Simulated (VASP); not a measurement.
# BAs (F-43m) in VASP: a series of runs, part 2 of 2

VASP 6.6.1.

### 3 G0W0 quasiparticle levels, PBE

The input, POSCAR:

```
BAs
1.0
    0.0000000000      2.3885000000      2.3885000000
    2.3885000000      0.0000000000      2.3885000000
    2.3885000000      2.3885000000      0.0000000000
As B
1 1
Direct
    0.7500000000      0.7500000000      0.7500000000
    0.0000000000      0.0000000000      0.0000000000
```

The input, INCAR.step1:

```
PREC = Accurate ; ENCUT = 450
EDIFF = 1E-8 ; ISMEAR = 0
SIGMA = 0.01 ; LREAL = F
LASPH = T ; NELM = 60
ALGO = Fast ; LWAVE = T
LCHARG = F ; GGA = PE
```

The input, INCAR.step2:

```
PREC = Accurate ; ENCUT = 450
EDIFF = 1E-8 ; ISMEAR = 0
SIGMA = 0.01 ; LREAL = F
LASPH = T ; NELM = 1
ALGO = Exact ; LWAVE = T
LCHARG = F ; GGA = PE
NBANDS = 167 ; LOPTICS = T
ISTART = 1
```

The input, INCAR.step3:

```
PREC = Accurate ; ENCUT = 450
EDIFF = 1E-8 ; ISMEAR = 0
SIGMA = 0.01 ; LREAL = F
LASPH = T ; ALGO = EVGW0
LWAVE = F ; LCHARG = F
GGA = PE ; NELMGW = 1
NBANDS = 167 ; ENCUTGW = 260
NOMEGA = 48 ; PRECFOCK = Fast
ISTART = 1 ; NBANDSGW = 12
```

The input, KPOINTS:

```
Automatic mesh
0
Gamma
  5 5 5
```

Potentials or basis: VASP PAW PBE potentials, release 64 (As_GW, B_GW).

Started as:

```
> cat potpaw_PBE.64/As_GW/POTCAR potpaw_PBE.64/B_GW/POTCAR > POTCAR
> cp INCAR.step1 INCAR
> mpirun -np 1 vasp_std > vasp.out
> cp INCAR.step2 INCAR
> mpirun -np 1 vasp_std > vasp.out
> cp INCAR.step3 INCAR
> mpirun -np 1 vasp_std > vasp.out
```

OUTCAR:

```text
PREC = Accurate
   ENCUT = 450
   EDIFF = 1E-8
   ISMEAR = 0
   LREAL = F
   LASPH = T
   GGA = PE
   NELMGW = 1
   ENCUTGW = 260
   PRECFOCK = Fast
   ISTART = 1

 Found     10 irreducible k-points:

 Following reciprocal coordinates:
            Coordinates               Weight
  0.000000  0.000000  0.000000      1.000000
  0.200000  0.000000  0.000000      8.000000
  0.400000  0.000000  0.000000      8.000000
  0.200000  0.200000  0.000000      6.000000
  0.400000  0.200000  0.000000     24.000000
 -0.400000  0.200000  0.000000     24.000000
   k-points           NKPTS =     10   k-points in BZ     NKDIM =    125   number of bands    NBANDS=    167
   number of dos      NEDOS =    301   number of ions     NIONS =      2
   total plane-waves  NPLWV =  13824
   dimension x,y,z NGX =    24 NGY =   24 NGZ =   24
   dimension x,y,z NGXF=    48 NGYF=   48 NGZF=   48
   ions per type =               1   1
   NGX,Y,Z   is equivalent  to a cutoff of  11.81, 11.81, 11.81 a.u.
   NGXF,Y,Z  is equivalent  to a cutoff of  23.62, 23.62, 23.62 a.u.
 SYSTEM =  unknown system
   PREC   = accura    normal or accurate (medium, high low for compatibility)
   ISTART =      1    job   : 0-new  1-cont  2-samecut
   ICHARG =      0    charge: 1-file 2-atom 10-const
   ISPIN  =      1    spin polarized calculation?
   LNONCOLLINEAR =      F non collinear calculations
   LSORBIT =      F    spin-orbit coupling
   LASPH  =      T    aspherical Exc in radial PAW
   ENCUT  =  450.0 eV  33.07 Ry    5.75 a.u.   5.84  5.84  5.84*2*pi/ulx,y,z
   NELM   =     60;   NELMIN=  2; NELMDL=  0     # of ELM steps
   EDIFF  = 0.1E-07   stopping-criterion for ELM
   LREAL  =      F    real-space projection
   EDIFFG = 0.1E-06   stopping-criterion for IOM
   NSW    =      0    number of steps for IOM
   IBRION =     -1    ionic relax: 0-MD 1-quasi-New 2-CG
   NFREE  =      0    steps in history (QN), initial steepest desc. (CG)
   ISIF   =      0    stress and relaxation
   ISYM   =      3    0-nonsym 1-usesym 2-fastsym
[... 15 lines left out ...]
  Thomas-Fermi vector in A             =   2.224191
   LORBIT       =      0    0 simple, 1 ext, 2 COOP (PROOUT), +10 PAW based schemes
   GGA     = PE    functional components
   LHFCALC =     T    Hartree Fock is set to
   PRECFOCK=fast      Normal, Fast or Accurate (Low or Medium for compatibility)
   ENCUT4O =  -1.0   cutoff for four orbital integrals eV
   NKREDX  =     1    reduce k-point grid by
   NKREDY  =     1    reduce k-point grid by
   NKREDZ  =     1    reduce k-point grid by
   AEXX    =    1.0000 exact exchange contribution
   HFSCREEN=    0.0000 screening length (either q_TF or 0.3 A-1)
   HFSCREENC=   0.0000 screening length for correlation (either q_TF or 0.3 A-1)
   ENCUTFOCK=  -1.0 apply spherical cutoff to Coloumb kernel
   IVDW    =     0    specifies the selected vdW correction
   LEPSILON=     F    determine dielectric tensor
   LRPA    =     F    only Hartree local field effects (RPA)
   LRPAFORCE           =     F    calculate RPA forces
   ENCUTGW             = 260.0    cutoff for response function in eV
   ENCUTGWSOFT         = 208.0    soft cutoff for Coulomb kernel in GW response function in eV
   ENCUTLF             =  -1.0    cutoff for local field effects
   NELMGW              =     1    number of iterations in solving QP/BSE equation
   NELMHF              =     1    number of iterations in the inner HF iteration
   NKREDLFX            =     1    NKREDLFY  =   1   NKREDLFZ  =   1
 non-spin polarized calculation
 Gauss-broadening in eV      SIGMA  =   0.01
  energy-cutoff  :      450.00
  volume of cell :       27.25
 maximum number of plane-waves:       609
  NGX = 14; NGY = 14; NGZ = 14
   NGX = 11   NGY = 11   NGZ = 11
 maximum number of plane-waves:       274

 QP shifts <psi_nk| G(iteration)W_0 |psi_nk>: iteration 1
 for sc-GW calculations column KS-energies equals QP-energies in previous step
 and V_xc(KS)=  KS-energies - (<T + V_ion + V_H > + <T+V_H+V_ion>^1  + <V_x>^1)

 k-point   1 :       0.0000    0.0000    0.0000
  band No.  KS-energies  QP-energies   sigma(KS)   V_xc(KS)     V^pw_x(r,r')   Z            occupation Imag(sigma)

      1      -9.2298     -10.0949     -12.8880     -11.6533     -19.5965       0.7006       2.0000       1.0842
      2       6.1792       5.5463     -13.3961     -12.5912     -14.1018       0.7863       2.0000      -0.0006
      3       6.1792       5.5463     -13.3961     -12.5912     -14.1018       0.7863       2.0000      -0.0006
      4       6.1792       5.5463     -13.3961     -12.5912     -14.1018       0.7863       2.0000      -0.0006
      5       9.4487       9.6706     -11.1010     -11.3847      -6.6941       0.7822       0.0000      -0.1163
      6       9.4487       9.6706     -11.1010     -11.3847      -6.6941       0.7822       0.0000      -0.1163
      7       9.4487       9.6706     -11.1010     -11.3847      -6.6941       0.7822       0.0000      -0.1163
      8      10.8403      11.2802     -12.0355     -12.6146      -6.5916       0.7597       0.0000      -0.1607
      9      15.7464      15.7016      -8.9867      -8.9297      -3.0870       0.7847       0.0000      -0.2918
     10      19.1217      19.0934     -10.4448     -10.4086      -4.3819       0.7806       0.0000      -0.3696
     11      19.1217      19.0934     -10.4448     -10.4086      -4.3819       0.7806       0.0000      -0.3696
     12      20.5359      20.3988      -9.2096      -9.0334      -2.5193       0.7782       0.0000      -0.6733
[... 68 lines left out ...]
      1      -5.9363      -6.6922     -13.1977     -12.1596     -18.6678       0.7281       2.0000       0.6527
      2      -2.0685      -2.9076     -12.6516     -11.4923     -16.6774       0.7237       2.0000       0.2605
      3       1.6260       0.8504     -12.6834     -11.6610     -14.9275       0.7586       2.0000       0.0429
      4       3.6696       2.9518     -13.0494     -12.1211     -14.6323       0.7732       2.0000       0.0105
      5       9.2453       9.3542     -10.5236     -10.6620      -5.9066       0.7870       0.0000      -0.1268
      6      12.2853      12.5250     -11.1915     -11.5054      -5.6888       0.7634       0.0000      -0.1704
      7      12.6744      12.9126     -10.9812     -11.2929      -5.4466       0.7639       0.0000      -0.1788
      8      15.2527      15.4973     -11.1449     -11.4729      -4.6178       0.7457       0.0000      -0.3009
      9      17.2871      17.3207     -10.3394     -10.3835      -4.0257       0.7621       0.0000      -0.3640
     10      18.7159      18.7051     -10.2948     -10.2809      -3.9765       0.7750       0.0000      -0.4353
     11      21.1921      21.2044      -9.6042      -9.6202      -2.9069       0.7672       0.0000      -0.5838
     12      23.3227      23.5393     -11.1828     -11.4728      -3.4594       0.7472       0.0000      -0.9065

 [... further k-points ...]
```

OUTCAR.step1:

```text
PREC = Accurate
   ENCUT = 450
   EDIFF = 1E-8
   ISMEAR = 0
   LREAL = F
   LASPH = T
[... 176 lines left out ...]
 -----------------------------------------------------------------------------------
      3.58275      3.58275      3.58275        -0.000000     -0.000000     -0.000000
      0.00000      0.00000      0.00000         0.000000      0.000000      0.000000
 -----------------------------------------------------------------------------------
    total drift:                               -0.000000     -0.000000     -0.000000

  FREE ENERGIE OF THE ION-ELECTRON SYSTEM (eV)
  ---------------------------------------------------
  free  energy   TOTEN  =       -11.3583590811 eV

  energy  without entropy=      -11.3583590811  energy(sigma->0) =      -11.35835908
```

Wall time 4.1 min (1 thread of AMD EPYC 9R14 (Zen 4), shared host); peak memory 0.46 GiB.

These settings aren't checked as converged: the numbers below hold their error.

Results:

```yaml
Band_gap_on_the_k_mesh_mean-field_level: 1.17 eV, indirect (least direct gap 3.27 eV)
Quasiparticle_gap: 1.79 eV
Least_direct_quasiparticle_gap: 4.12 eV
```

Caveat: the k mesh is coarse (spacing up to 0.46 Å⁻¹), so the values aren't converged; bands, screening cutoff and mesh are small and nothing is extrapolated, so the quasiparticle values aren't converged; an odd mesh through Γ misses points on the zone boundary, where band edges often lie.

### 4 G0W0 quasiparticle levels, PBE

POSCAR is that of step 3.

INCAR.step1 is that of step 3.

INCAR.step2, as its differences from that of step 3:

```diff
@@ -6,3 +6,3 @@
 LCHARG = F ; GGA = PE
-NBANDS = 167 ; LOPTICS = T
+NBANDS = 20 ; LOPTICS = T
 ISTART = 1
```

INCAR.step3, as its differences from that of step 3:

```diff
@@ -6,3 +6,3 @@
 GGA = PE ; NELMGW = 1
-NBANDS = 167 ; ENCUTGW = 260
+NBANDS = 20 ; ENCUTGW = 50
 NOMEGA = 48 ; PRECFOCK = Fast
```

The input, KPOINTS:

```
Automatic mesh
0
Gamma
  3 3 3
```

Potentials or basis: VASP PAW PBE potentials, release 64 (As_GW, B_GW).

Started as:

```
> cat potpaw_PBE.64/As_GW/POTCAR potpaw_PBE.64/B_GW/POTCAR > POTCAR
> cp INCAR.step1 INCAR
> mpirun -np 1 vasp_std > vasp.out
> cp INCAR.step2 INCAR
> mpirun -np 1 vasp_std > vasp.out
> cp INCAR.step3 INCAR
> mpirun -np 1 vasp_std > vasp.out
```

OUTCAR:

```text
PREC = Accurate
   ENCUT = 450
   EDIFF = 1E-8
   ISMEAR = 0
   LREAL = F
   LASPH = T
   GGA = PE
   NELMGW = 1
   ENCUTGW = 50
   PRECFOCK = Fast
   ISTART = 1

 Found      4 irreducible k-points:

 Following reciprocal coordinates:
            Coordinates               Weight
  0.000000  0.000000  0.000000      1.000000
  0.333333  0.000000  0.000000      8.000000
  0.333333  0.333333  0.000000      6.000000
 -0.333333  0.333333  0.000000     12.000000
   k-points           NKPTS =      4   k-points in BZ     NKDIM =     27   number of bands    NBANDS=     20
   number of dos      NEDOS =    301   number of ions     NIONS =      2
   total plane-waves  NPLWV =  13824
   dimension x,y,z NGX =    24 NGY =   24 NGZ =   24
   dimension x,y,z NGXF=    48 NGYF=   48 NGZF=   48
   ions per type =               1   1
   NGX,Y,Z   is equivalent  to a cutoff of  11.81, 11.81, 11.81 a.u.
[... 54 lines left out ...]
   NELMGW              =     1    number of iterations in solving QP/BSE equation
   NELMHF              =     1    number of iterations in the inner HF iteration
   NKREDLFX            =     1    NKREDLFY  =   1   NKREDLFZ  =   1
 non-spin polarized calculation
 Gauss-broadening in eV      SIGMA  =   0.01
  energy-cutoff  :      450.00
  volume of cell :       27.25
 maximum number of plane-waves:       609
  NGX = 14; NGY = 14; NGZ = 14
   NGX = 11   NGY = 11   NGZ = 11
 maximum number of plane-waves:        26
 NGX is ok and might be reduce to    10

 QP shifts <psi_nk| G(iteration)W_0 |psi_nk>: iteration 1
 for sc-GW calculations column KS-energies equals QP-energies in previous step
 and V_xc(KS)=  KS-energies - (<T + V_ion + V_H > + <T+V_H+V_ion>^1  + <V_x>^1)

 k-point   1 :       0.0000    0.0000    0.0000
  band No.  KS-energies  QP-energies   sigma(KS)   V_xc(KS)     V^pw_x(r,r')   Z            occupation Imag(sigma)

      1      -9.1660      -9.4516     -12.0299     -11.6436     -19.5361       0.7394       2.0000       1.3984
      2       6.2712       6.5937     -12.2097     -12.6127     -14.7586       0.8002       2.0000       0.0946
      3       6.2712       6.5937     -12.2097     -12.6127     -14.7586       0.8002       2.0000       0.0946
      4       6.2712       6.5937     -12.2097     -12.6127     -14.7586       0.8002       2.0000       0.0946
      5       9.5022      10.4622     -10.1686     -11.3720      -6.3473       0.7978       0.0000      -0.0921
      6       9.5022      10.4622     -10.1686     -11.3720      -6.3473       0.7978       0.0000      -0.0921
      7       9.5022      10.4622     -10.1686     -11.3720      -6.3473       0.7978       0.0000      -0.0921
      8      10.9398      12.2803     -10.8773     -12.6009      -6.1731       0.7777       0.0000      -0.1665
      9      15.8266      16.2902      -8.2299      -8.8101      -2.9261       0.7990       0.0000      -0.3606
     10      19.1544      20.0919      -9.2132     -10.4036      -4.3233       0.7876       0.0000      -0.3237
     11      19.1544      20.0919      -9.2132     -10.4036      -4.3233       0.7876       0.0000      -0.3237
     12      20.5662      21.3061      -8.0578      -8.9570      -2.4337       0.8229       0.0000      -0.7329
[... 36 lines left out ...]
      1      -5.3389      -5.3870     -12.3122     -12.2478     -18.4720       0.7453       2.0000       0.7633
      2      -1.6114      -1.8030     -12.2224     -11.9691     -17.1029       0.7564       2.0000       0.4244
      3       0.1557      -0.0242     -11.2326     -11.0017     -14.8096       0.7791       2.0000       0.2325
      4       3.1963       3.2801     -11.9056     -12.0124     -15.0695       0.7838       2.0000       0.1332
      5       8.7106       9.3515      -9.4678     -10.2680      -5.4294       0.8009       0.0000      -0.0958
      6      13.5084      14.7261     -10.1220     -11.6901      -5.1125       0.7765       0.0000      -0.2288
      7      14.3617      15.6139     -10.1217     -11.7081      -5.1334       0.7894       0.0000      -0.2813
      8      15.6007      16.7485     -10.2263     -11.7060      -4.9689       0.7757       0.0000      -0.3344
      9      15.7170      16.5508      -9.3335     -10.3779      -4.5681       0.7984       0.0000      -0.2639
     10      18.3558      19.1620      -8.9870      -9.9829      -4.0989       0.8095       0.0000      -0.3809
     11      23.1158      24.3878      -9.6266     -11.3129      -3.3076       0.7543       0.0000      -0.8278
     12      24.7319      25.6334      -8.1659      -9.3001      -2.4061       0.7948       0.0000      -0.8390
```

OUTCAR.step2:

```text
PREC = Accurate
   ENCUT = 450
   EDIFF = 1E-8
   ISMEAR = 0
   LREAL = F
[... 517 lines left out ...]
     0.00000    20.88031    20.88031    20.88031     0.00000     0.00000     0.00000
     0.60968    21.25516    21.25516    21.25516     0.00000     0.00000     0.00000
     1.21937    22.50824    22.50824    22.50824     0.00000     0.00000     0.00000
     1.82905    25.12165    25.12165    25.12165     0.00000     0.00000     0.00000
     2.43874    30.83966    30.83966    30.83966     0.00000     0.00000     0.00000
     3.04842    53.04113    53.04113    53.04113     0.00000     0.00000     0.00000
[... 92 lines left out ...]
    59.74908     0.83892     0.83892     0.83892    -0.00000    -0.00000    -0.00000
    60.35877     0.84227     0.84227     0.84227    -0.00000    -0.00000    -0.00000
```

It took 11 s on 1 thread of AMD EPYC 9R14 (Zen 4), shared host; peak memory 0.14 GiB.

The run converged, but some of its settings lie outside the range that counts as converged, so its numbers aren't taken as properties of the crystal.

Results:

| Item | Value |
| --- | --- |
| Band gap on the k mesh, mean-field level | 1.24 eV, indirect (least direct gap 3.23 eV) |
| Quasiparticle gap | 1.51 eV |
| Least direct quasiparticle gap | 3.87 eV |

Caveat: the k mesh is coarse (spacing up to 0.76 Å⁻¹), so the values aren't converged; bands, screening cutoff and mesh are small and nothing is extrapolated, so the quasiparticle values aren't converged; an odd mesh through Γ misses points on the zone boundary, where band edges often lie.

### 5 For comparison

An earlier run on the cell as given: functional PBE; potentials or basis VASP PAW PBE potentials, release 64 (As, B); cutoff 520 eV; k mesh 10 × 10 × 10; occupations fermi-dirac, width 0.05 eV; no spin polarisation.

* Pressure: 3.4 GPa
* Band gap on the k mesh: 1.18 eV, indirect (least direct gap 3.28 eV)
